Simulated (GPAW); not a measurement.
Something may be wrong with this GPAW 26.7.0 calculation of CoSi2.

The input run.py:

```python
from ase import Atoms
from ase.dft.bandgap import bandgap
from ase.io import write
from ase.units import GPa
from gpaw import GPAW, PW, setup_paths

setup_paths.insert(0, '.')

atoms = Atoms(['Co', 'Si', 'Si'],
              cell=[[0.0, 2.678, 2.678],
                    [2.678, 0.0, 2.678],
                    [2.678, 2.678, 0.0]],
              scaled_positions=[[0.0, 0.0, 0.0],
                                [0.75, 0.75, 0.75],
                                [0.25, 0.25, 0.25]],
              pbc=True)
atoms.set_initial_magnetic_moments([2.0, 0.0, 0.0])

calc = GPAW(mode=PW(600),
            xc='PBEsol',
            kpts={'size': (1, 1, 1), 'gamma': True},
            occupations={'name': 'fermi-dirac', 'width': 0.05},
            nbands=20,
            convergence={'density': 1e-05, 'forces': 0.0001},
            maxiter=100,
            txt='gpaw.txt')
atoms.calc = calc
energy = atoms.get_potential_energy()
forces = atoms.get_forces()
stress = atoms.get_stress()
calc.write('gs.gpw')
write('result.traj', atoms)
print(f'Energy: {energy:.6f} eV')
print('Forces (eV/A):')
print(forces.round(4))
print('Stress (GPa):', (stress / GPa).round(3))
print('Moments:', calc.get_magnetic_moments().round(3))
print('Fermi level:', round(calc.get_fermi_level(), 4), 'eV')
print(f'Gap: {bandgap(calc)[0]:.4f} eV, direct: {bandgap(calc, direct=True)[0]:.4f} eV')
```

Potentials or basis: PAW data sets generated in the run's folder for this functional, pw.

Run with:

```console
$ gpaw-setup -f PBEsol Co Si
$ OMP_NUM_THREADS=1 python run.py
```

gpaw.txt:

```text
__  _  _
 | _ |_)|_||  |
 |__||  | ||/\| - 26.7.0

Input parameters:
  mode=PW(ecut=600.0),
  convergence={'density': 1e-05, 'forces': 0.0001},
  kpts=MonkhorstPack(size=(1, 1, 1), gamma=True),
  maxiter=100,
  nbands=20,
  occupations=Occupations(name='fermi-dirac', width=0.05),
  xc=XC(name='PBEsol')

Diagonalizing LCAO Hamiltonian
Converting LCAO to pw mode

                    Si

           Si

       Co

Atoms  # Å, Bohr magnetons
|   | symbol |        x |        y |        z |    initial magnetic moments |
|---|--------|----------|----------|----------|-----------------------------|
| 0 |     Co | 0.000000 | 0.000000 | 0.000000 | ( 0.0000,  0.0000,  2.0000) |
| 1 |     Si | 4.017000 | 4.017000 | 4.017000 | ( 0.0000,  0.0000,  0.0000) |
| 2 |     Si | 1.339000 | 1.339000 | 1.339000 | ( 0.0000,  0.0000,  0.0000) |

Unit cell  # Å
| periodic |        x |        y |        z |  lengths |    angles |
|----------|----------|----------|----------|----------|-----------|
|      yes | 0.000000 | 2.678000 | 2.678000 | 3.787264 | 60.000000 |
[... 198 lines left out ...]
|iter:  19| |   -0.934724c| -8.28c| -5.01c|      |  +3.0000|
|iter:  20| |   -0.934724c| -9.51c| -5.80c|-23.25c|  +3.0000|

Converged in 20 steps
Energy contributions relative to reference atoms: (reference = -53612.253912)

Energy contributions:
  Kinetic:          63.394482
  Coulomb:         -34.566207
  Zero:             -0.081546
  External:          0.000000
  Xc:              -29.630597
  Entropy:          -0.101711
  Spinorbit:         0.000000
  ----------------------------
  Free energy:      -0.985579
  Extrapolated:     -0.934724

dipole moment: (-14.676731, -14.676731, -14.676731)  # |e|*Ang

Total magnetic moment: (0.000000, 0.000000, 2.999985)

Local magnetic moments
|        x |        y |        z |
|----------|----------|----------|
| 0.000000 | 0.000000 | 0.309191 |  # Co   0
| 0.000000 | 0.000000 | 0.317311 |  # Si   1
| 0.000000 | 0.000000 | 0.317311 |  # Si   2

Fermi level: 12.313
[... 27 lines left out ...]
Forces  # eV/Ang
|        x |        y |        z |
|----------|----------|----------|
|  0.00000 |  0.00000 | -0.00000 |  # Co   0
| -0.00000 | -0.00000 |  0.00000 |  # Si   1
|  0.00000 |  0.00000 | -0.00000 |  # Si   2

Stress tensor  # eV/Ang^3
|         x |         y |         z |
|-----------|-----------|-----------|
| -0.558631 | -0.000000 |  0.000000 |
| -0.000000 | -0.558631 |  0.000000 |
|  0.000000 |  0.000000 | -0.558631 |

# Writing to gs.gpw (mode='')
```

On the terminal:

```text
Energy: -0.934724 eV
Forces (eV/A):
[[ 0.  0. -0.]
 [-0. -0.  0.]
 [ 0.  0. -0.]]
Stress (GPa): [-89.503 -89.503 -89.503   0.      0.     -0.   ]
Moments: [0.309 0.317 0.317]
Fermi level: 12.3126 eV
[... 2 lines left out ...]
```

Task: How did it end, and where is the flaw?

Result: The run converged. The input holds a flaw that was put in on purpose: one k point for a small cell (kpts = {"size": [1, 1, 1], "gamma": true}). The program doesn't stop on it, so the numbers can't be trusted though the run ends normally.
